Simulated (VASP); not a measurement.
MoS2 in VASP 6.6.1, single-point calculation

INCAR

```
GGA = PE
LWAVE = .FALSE.
LCHARG = .FALSE.
NBANDS = 20
SIGMA = 0.02
ISIF = 2
LDAU = .TRUE.
NELM = 68
LDAUL = 2 -1
NSW = 0
LREAL = .FALSE.
ISMEAR = -1
ENCUT = 520
LMAXMIX = 4
EDIFF = 1E-7
LDAUTYPE = 2
PREC = Accurate
LDAUJ = 0 0
IBRION = -1
LASPH = .TRUE.
LDAUU = 8.0 0
```

KPOINTS

```
KPOINTS created by Atomic Simulation Environment
0
Gamma
12 12 4
0 0 0
```

POSCAR

```
Mo S
 1.0000000000000000
     3.1709589632062558    0.0000000000000000    0.0000000000000000
    -1.5854794816031279    2.7461310164945827    0.0000000000000000
     0.0000000000000000    0.0000000000000000    6.7609815495000003
 Mo  S
   1   2
Cartesian
  0.0000000000000000 -0.0000000000000001  0.0000000000000000
 -0.0000000000000001  1.8307540109963885  1.5556130467440670
 -0.0000000000000001  1.8307540109963885  5.2053685027559347
```

The recommended PBE PAW datasets give the neutral cell 26 valence electrons.

Command

```
mpirun -np 1 vasp_std
```

OSZICAR

```
N       E                     dE             d eps       ncg     rms          rms(c)
DAV:   1     0.194650179740E+03    0.19465E+03   -0.13238E+04  2304   0.121E+03
DAV:   2    -0.659075658802E+01   -0.20124E+03   -0.19565E+03  2756   0.313E+02
DAV:   3    -0.143107358265E+02   -0.77200E+01   -0.76478E+01  2860   0.576E+01
DAV:   4    -0.144038694278E+02   -0.93134E-01   -0.93085E-01  2808   0.667E+00
DAV:   5    -0.144054871823E+02   -0.16178E-02   -0.16177E-02  2940   0.845E-01    0.235E+01
DAV:   6    -0.126280101824E+02    0.17775E+01   -0.13271E+01  2496   0.231E+01    0.917E+00
DAV:   7    -0.123579664853E+02    0.27004E+00   -0.26007E+00  2392   0.102E+01    0.491E+00
DAV:   8    -0.123123135408E+02    0.45653E-01   -0.33155E-01  2668   0.356E+00    0.173E+00
DAV:   9    -0.123135080510E+02   -0.11945E-02   -0.18101E-02  2692   0.890E-01    0.425E-01
DAV:  10    -0.123137767512E+02   -0.26870E-03   -0.81485E-03  2604   0.609E-01    0.183E-01
DAV:  11    -0.123143049864E+02   -0.52824E-03   -0.18660E-03  2688   0.229E-01    0.117E-01
DAV:  12    -0.123145395805E+02   -0.23459E-03   -0.42219E-04  2920   0.854E-02    0.600E-02
DAV:  13    -0.123149854567E+02   -0.44588E-03   -0.21527E-03  2588   0.173E-01    0.706E-02
DAV:  14    -0.123151800039E+02   -0.19455E-03   -0.12904E-03  2680   0.139E-01    0.373E-02
DAV:  15    -0.123152433489E+02   -0.63345E-04   -0.99479E-04  2720   0.114E-01    0.282E-02
DAV:  16    -0.123152549266E+02   -0.11578E-04   -0.22671E-04  2692   0.571E-02    0.147E-02
DAV:  17    -0.123152559802E+02   -0.10536E-05   -0.13977E-05  2648   0.148E-02    0.708E-03
DAV:  18    -0.123152559084E+02    0.71864E-07   -0.21029E-07  2520   0.261E-03
   1 F= -.12315256E+02 E0= -.12315256E+02  d E =-.197839E-11
```

From OUTCAR

```
k-points           NKPTS =     57   k-points in BZ     NKDIM =     57   number of bands    NBANDS=     20

   NELECT =      26.0000    total number of electrons

   dimension x,y,z NGX =    24 NGY =   24 NGZ =   50
   dimension x,y,z NGXF=    48 NGYF=   48 NGZF=  100

  energy-cutoff  :      520.00
  volume of cell :       58.87
      direct lattice vectors                 reciprocal lattice vectors
     3.170958963  0.000000000  0.000000000     0.315362012  0.182074343  0.000000000
    -1.585479482  2.746131016  0.000000000     0.000000000  0.364148686  0.000000000
     0.000000000  0.000000000  6.760981550     0.000000000  0.000000000  0.147907518

 k-points in reciprocal lattice and weights: KPOINTS created by Atomic Simulation Env
   0.00000000  0.00000000  0.00000000       0.002
   0.08333333  0.00000000  0.00000000       0.010
   0.16666667  0.00000000  0.00000000       0.010
   0.25000000  0.00000000  0.00000000       0.010
   0.33333333  0.00000000  0.00000000       0.010
   0.41666667  0.00000000  0.00000000       0.010
   0.50000000  0.00000000  0.00000000       0.005
   0.08333333  0.08333333  0.00000000       0.010
   ...

 E-fermi :   6.5338

 k-point     1 :       0.0000    0.0000    0.0000
  band No.  band energies     occupation
      1     -55.8681      2.00000
      2     -29.9076      2.00000
      3     -29.8096      2.00000
      4     -29.8096      2.00000
      5      -8.4479      2.00000
      6      -6.9509      2.00000
      7      -0.2411      2.00000
      8       3.3149      2.00000
      9       3.3149      2.00000
     10       4.5337      2.00000
     11       4.5337      2.00000
     12       4.6775      2.00000
     13       5.3286      2.00000
     14       8.7854      0.00000
     15       8.7854      0.00000
     16       8.9158      0.00000
     17       8.9158      0.00000
     18      11.6947      0.00000
     19      13.6168      0.00000
     20      15.0146      0.00000

 k-point     2 :       0.0833    0.0000    0.0000
  band No.  band energies     occupation
      1     -55.8656      2.00000
      2     -29.9026      2.00000
      3     -29.8353      2.00000
      4     -29.8155      2.00000
      5      -8.3419      2.00000
      6      -6.9064      2.00000
      7      -0.1184      2.00000
      8       3.0555      2.00000
      9       3.4159      2.00000
     10       3.9444      2.00000
     11       4.3642      2.00000
     12       5.0624      2.00000
     13       5.3167      2.00000
     14       8.5820      0.00000
     15       8.7049      0.00000
     16       8.8006      0.00000
     17       8.9799      0.00000
     18      12.1861      0.00000
     19      13.7691      0.00000
     20      15.4930      0.00000

 k-point     3 :       0.1667    0.0000    0.0000
  band No.  band energies     occupation
      1     -55.8585      2.00000
      2     -29.9049      2.00000
      3     -29.8891      2.00000
      4     -29.8314      2.00000
      5      -8.0400      2.00000
      6      -6.7795      2.00000
      7       0.2072      2.00000
      8       2.4445      2.00000
      9       3.2137      2.00000
     10       3.6954      2.00000
     11       3.9676      2.00000
     12       5.1141      2.00000
     13       5.2075      2.00000
     14       8.0101      0.00000
     15       8.5397      0.00000
     16       8.7822      0.00000
     17       9.4266      0.00000
     18      13.0813      0.00000
     19      14.2825      0.00000
     20      15.5991      0.00000

 ...

  Total        2.4859209      2.4859209      2.9864987      0.0000000      0.0000000      0.0000000
  in kB       67.6513193     67.6513193     81.2739349      0.0000000      0.0000000      0.0000000
  external PRESSURE =      72.1921912 kB  Pullay stress =       0.0000000 kB

 POSITION                                       TOTAL-FORCE (eV/Angst)
 -----------------------------------------------------------------------------------
      0.00000      0.00000      0.00000        -0.000000     -0.000000     -0.000000
      0.00000      1.83075      1.55561         0.000000      0.000000      0.731568
      0.00000      1.83075      5.20537         0.000000      0.000000     -0.731568
 -----------------------------------------------------------------------------------
    total drift:                               -0.000000      0.000000     -0.000000

  FREE ENERGIE OF THE ION-ELECTRON SYSTEM (eV)
  ---------------------------------------------------
  free  energy   TOTEN  =       -12.3152559084 eV

  energy  without entropy=      -12.3152559084  energy(sigma->0) =      -12.31525591
```

It converged. Results: gap between bands v and c on the k mesh 1.13 eV; least direct gap on the k mesh 1.28 eV; pressure 7.2 GPa; largest force 0.73 eV/Å. Band v is the last that the valence electrons fill when counted band by band, and c is the next.

For comparison, a separate PBE run of the intended cell, on usual settings and not on those above, gives a gap of 1.25 eV on its mesh and a pressure of 2.1 GPa.

The run above took about 60 s on one core of a shared host (Intel Xeon Platinum 8488C) and held 0.21 GiB at most.
